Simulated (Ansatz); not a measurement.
# ZnO (zincite) (P6_3mc) in Ansatz: band structure with LDA

Aim: the band structure of ZnO (zincite) with LDA.

Everything below comes from runs of Ansatz 0.2.0. Logs are shortened: lines on timing, memory, paths and dates and some standing lists are left out, and cuts for length are marked.

**Measured values to compare with.**

From “Electronic structure of alkaline earth and post-transition metal oxides”, 2009, arxiv:0908.1581, for a bulk crystal of ZnO: band gap 3.37 eV.

The runs below are set against these values where they give the same quantity.

## (1) The crystal as given

It takes space group P6_3mc (No. 186, hexagonal). Conventional cell: a = 3.249 Å, b = 3.249 Å, c = 5.206 Å, α = 90.00°, β = 90.00°, γ = 120.00°. Around Zn (site symmetry 3m) lie 4 O at 1.97 to 1.98 Å. Around O (site symmetry 3m) lie 4 Zn at 1.97 to 1.98 Å.

## (2) Band structure, LDA

File input.yaml:

```yaml
crystal:
  lattice:
    - [3.249308, 0.0, 0.0]
    - [-1.624654, 2.8139832727, 0.0]
    - [0.0, 0.0, 5.205709]
  atoms:
    - { symbol: Zn, position: [0.6666666667, 0.3333333333, 0.0] }
    - { symbol: Zn, position: [0.3333333333, 0.6666666667, 0.5] }
    - { symbol: O, position: [0.3333333333, 0.6666666667, 0.87901] }
    - { symbol: O, position: [0.6666666667, 0.3333333333, 0.37901] }
hamiltonian:
  xc: lda
  pseudopotentials: { kind: paw }
kpoints:
  mp_grid: { grid: [7, 7, 4] }
  band_path:
    path:
      - [[0.0, 0.0, 0.0], [0.5, 0.0, 0.0], [0.3333333333, 0.3333333333, 0.0], [0.0, 0.0, 0.0], [0.0, 0.0, 0.5], [0.5, 0.0, 0.5], [0.3333333333, 0.3333333333, 0.5], [0.0, 0.0, 0.5]]
      - [[0.5, 0.0, 0.5], [0.5, 0.0, 0.0]]
      - [[0.3333333333, 0.3333333333, 0.0], [0.3333333333, 0.3333333333, 0.5]]
    npoints: 14
scf:
  occupations: { method: fermi_dirac, width: 0.05 }
  n_extra_bands: 10
output:
  forces: true
  stress: true
  eigenvalues: true
  fatbands: false
  write_density: true
  write_potential: true
  elf: true
  volumetric_format: npy
```

Potentials or basis: Ansatz PAW.

On the command line:

```bash
> ansatz run input.yaml --threads 2 --pin off --max-ram 5632MiB --backend cpu --events-out ev --progress --plain --runs-dir out
```

Output:

```text
Warning: RAYON_NUM_THREADS=2 ignored (pool sized by the plan → 2); use --threads N
scf.n_extra_bands = 10 over 18 filled bands (N_el = 36.0): the run solves 28 bands
Engine: ansatz 0.2.0, aarch64-unknown-linux-gnu
Pseudopotentials: kind: paw
Pseudopotential: Zn, paw, valence charge 12, recommended cutoff 420 eV (normal), Zn.paw.azcp
Pseudopotential: O, paw, valence charge 6, recommended cutoff 420 eV (normal), O.paw.azcp
Functional definition: SPW92
  exchange = slater_x
  correlation = pw_c
Crystal: 4 atoms, lattice volume = 47.598 Å³
Basis set: ecut = 420 eV, 941 PW (Γ)
Bands: 28, of which v1, the nominal top of the filled ones, is band 18 counted from 1 (17 counted from 0)
Symmetry: 12 space group operations
Space group: P63mc (ITA 186), of the structure as read, at distance tolerance 3.6e-5 Å
k-points: 24 of 196 (time reversal used)
Non-local potential: Zn, projectors of the file, l = 0: 2, l = 1: 2, l = 2: 3, l = 3: 1
Non-local potential: O, projectors of the file, l = 0: 2, l = 1: 2, l = 2: 1
PAW form: soft (Blöchl's): semilocal exchange-correlation on the pseudo side does not see the compensation charge
PAW frozen core: Zn, regenerated for the run's functional, and the local potential with it (the file was generated under x = pbe(κ = 0.804, μ = 0.2195149727645171), c = pbe(β = 0.06672455060314922))
PAW frozen core: O, regenerated for the run's functional, and the local potential with it (the file was generated under x = pbe(κ = 0.804, μ = 0.2195149727645171), c = pbe(β = 0.06672455060314922))
PAW one-centre angular grid: Zn, 590 points (default); XC on 64 Gauss nodes
PAW one-centre angular grid: O, 110 points (default); XC on 64 Gauss nodes
Initial density: superposition of atomic densities (neutral atoms: chi_scale 0, normalization atom), corrected by the library's trained network
Initial wavefunctions: pseudopotential atomic-orbital guess
Functional: x = slater, c = lda
SCF iter   1: F=—  HF=-7603.922207 eV  |F-HF|=—  |Δ(HF+E_count)|=         —  Δρ=1.87e-2  dr2=1.42e-1  ethr=1.77e-3  ⟨swp⟩=5.9  Hψ=3120  notcnv=0  defer=5
preconditioner: auto → Resta (q_TF=auto, 2.604 Å⁻¹)  ε∞=4.8  [insulator: Δε(μ)=0.553 eV  Ē_g=16.463 eV  σ=0.050 eV  W_gap=0.99  n_scr=22 (ndim 8)  ℏωp=32.3 eV  f_vac=0.035  D(μ)=0.00/eV (n_scr^D=0)  ε∞_Penn≈4.8]
SCF iter   2: F=—  HF=-7603.885929 eV  |F-HF|=—  |Δ(HF+E_count)|=   3.63e-2  Δρ=4.19e-3  dr2=2.62e-3  ethr=3.93e-4  ⟨swp⟩=3.0  Hψ=1466  notcnv=0  defer=58
SCF iter   3: F=—  HF=-7603.885127 eV  |F-HF|=—  |Δ(HF+E_count)|=   8.03e-4  Δρ=1.98e-3  dr2=1.02e-3  ethr=7.28e-6  ⟨swp⟩=2.8  Hψ=1030  notcnv=0  defer=58
SCF iter   4: F=—  HF=-7603.884816 eV  |F-HF|=—  |Δ(HF+E_count)|=   3.11e-4  Δρ=7.22e-4  dr2=1.40e-4  ethr=2.84e-6  ⟨swp⟩=1.0  Hψ=614  notcnv=0  defer=58
SCF iter   5: F=—  HF=-7603.884777 eV  |F-HF|=—  |Δ(HF+E_count)|=   3.88e-5  Δρ=1.70e-4  dr2=1.18e-5  ethr=3.90e-7  ⟨swp⟩=3.0  Hψ=1102  notcnv=0  defer=58
SCF iter   6: F=—  HF=-7603.884770 eV  |F-HF|=—  |Δ(HF+E_count)|=   7.36e-6  Δρ=2.40e-5  dr2=2.24e-7  ethr=3.26e-8  ⟨swp⟩=2.0  Hψ=998  notcnv=0  defer=58
SCF iter   7: F=-7603.884770 eV  HF=-7603.884770 eV  |F-HF|=1.71e-8  |Δ(HF+E_count)|=   7.96e-8  Δρ=7.16e-6  dr2=2.48e-8  ethr=2.78e-10  ⟨swp⟩=11.1  Hψ=4232  notcnv=0
SCF 1 converged in 7 iterations: F = -7603.884770 eV  dr2 = 2.48e-8
NSCF: frozen V_eff on 129 k-points
SCF converged after 7 iterations
Free energy (F): -7603.884770 eV
Harris-Foulkes:  -7603.884770 eV  (|F-HF|=1.71e-8)
Internal energy: -7603.884760 eV  (E = F + TS)
E sigma→0 (E₀):  -7603.884765 eV
Entropy (-TS):   -0.000010 eV (-0.003 meV/atom)
Fermi energy:    7.163950 eV
--- Per-component energies (eV) ---
  E_band       = 48.706637
  E_kinetic    = 609.300862
  E_local      = -4008.114114  (includes V_loc(G=0)·N_el)
  E_nonlocal   = 1343.929009
  E_hartree    = 1638.615700
  E_xc         = -413.436620
  E_vxc        = -290.326176  (∫ρ·V_xc dr)
  E_paw        = -3814.897327  (= ΣΔE_a)
  E_vpaw       = -883.325218  (= ΣTr[D̂ρ^β])
  E_aug_tail   = 0.004350  (compensation charges beyond the density's cutoff)
  E_ewald      = -2962.594745
  E_core_change = 3.308126  (= ΣΔE_core)
  E_smearing   = -0.000010  (= −TS)
  E_closure    = -0.000000  (closes the sum)
  Σ components = -7603.884770   (vs F -7603.884770, Δ=0.00e0)
--- Forces (eV/Å), atoms counted from 1 ---
  atom   1  Zn    -0.00000000     0.00000000    -0.05160689
  atom   2  Zn    -0.00000000    -0.00000000    -0.05160689
  atom   3  O     -0.00000000     0.00000000     0.05156475
  atom   4  O      0.00000000    -0.00000000     0.05156475
  max |Σ_I F_I| component: 8.43e-5 eV/Å
--- Stress (GPa, compression-positive) ---
       -7.654654       0.000000      -0.000000
        0.000000      -7.654654      -0.000000
        0.000000      -0.000000      -5.934288
  P = ⅓ Tr σ = -7.0812 GPa (-70.812 kbar)
--- Band table (eV; the first three rows and the last of 24) ---
  k-point 0: bands = ["-11.0318", "-10.2538", "1.0060", "1.0060", "1.0437", "1.0861", "1.2012", "1.2012", "2.1616", "2.1616", "2.3786", "2.3786", "2.6582", "5.9493", "5.9493", "6.6956", "6.7683", "6.7683", "7.5030", "11.8509", "14.8881", "19.4320", "19.4320", "20.6733", "20.7004", "20.7004", "23.0556", "24.7592"]
  k-point 1: bands = ["-10.9238", "-10.3738", "0.8718", "0.9357", "1.0214", "1.0214", "1.1582", "1.1582", "2.2047", "2.2047", "2.3595", "2.3595", "3.3101", "5.7278", "6.0713", "6.0713", "6.6504", "6.6504", "8.6481", "11.3675", "15.3343", "18.9286", "19.4559", "19.4559", "20.3058", "20.3058", "23.6773", "25.3908"]
  k-point 2: bands = ["-10.6548", "-10.6548", "0.7833", "0.7833", "1.0764", "1.0764", "1.0764", "1.0764", "2.2937", "2.2937", "2.2937", "2.2937", "4.5081", "4.5081", "6.3631", "6.3631", "6.3631", "6.3631", "10.1545", "10.1545", "16.7013", "16.7013", "19.7183", "19.7183", "19.7183", "19.7183", "24.7258", "24.7258"]
  k-point 23: bands = ["-10.1361", "-10.1361", "0.8786", "0.8786", "1.2633", "1.2633", "1.6678", "1.6678", "2.2336", "2.2336", "2.6246", "2.6246", "3.1006", "3.1006", "4.2312", "4.2312", "5.5203", "5.5203", "13.7503", "13.7503", "15.2219", "15.2219", "15.8307", "15.8307", "21.5593", "21.5593", "23.0186", "23.0186"]
```

Wall time 6.5 s (2 threads of Arm Neoverse V1, shared host); peak memory 0.36 GiB.

Results:

```
Free energy             : -7603.8848 eV
Pressure                : -7.1 GPa
Largest force           : 0.052 eV/Å
Band gap on the k mesh  : 0.73 eV, direct
Band gap along the path : 0.73 eV, direct
```

Forces on the atoms (eV/Å):
```
Zn   0.000  0.000 -0.052
Zn   0.000  0.000 -0.052
O    0.000  0.000  0.052
O    0.000  0.000  0.052
```

Levels at the corners of the path, in eV from the valence-band top:
```tsv
point	band 16	band 17	band 18	band 19	band 20	band 21
Γ	-0.07	0.00	0.00	0.73	5.08	8.12
M	-2.30	-1.30	-0.83	5.67	6.72	7.47
K	-1.94	-1.94	-1.73	7.53	7.56	7.56
Γ	-0.07	0.00	0.00	0.73	5.08	8.12
A	-0.41	-0.41	-0.41	3.39	3.39	9.93
L	-1.52	-1.37	-1.37	5.59	5.59	8.28
H	-2.72	-1.24	-1.24	7.86	7.86	7.89
A	-0.41	-0.41	-0.41	3.39	3.39	9.93
L	-1.52	-1.37	-1.37	5.59	5.59	8.28
M	-2.30	-1.30	-0.83	5.67	6.72	7.47
K	-1.94	-1.94	-1.73	7.53	7.56	7.56
H	-2.72	-1.24	-1.24	7.86	7.86	7.89
```

Caveat: the pressure holds a Pulay correction of +0.9 GPa for the finite cutoff; the PAW data sets come from PBE, with cores solved anew for the run's functional, which leaves a small shift of forces and pressure.

## (3) Comparison with measurements

Step 2. Against the measured gap of ZnO, 3.37 eV (quoted in “Electronic structure of alkaline earth and post-transition metal oxides”, 2009, arxiv:0908.1581), the calculated 0.73 eV is off by -2.64 eV. So large a miss can be the level of theory's own, or it may mean another phase, state or a wrong row. The value is that of LDA, without temperature or zero-point motion. Semilocal functionals fall short of measured gaps as a rule.
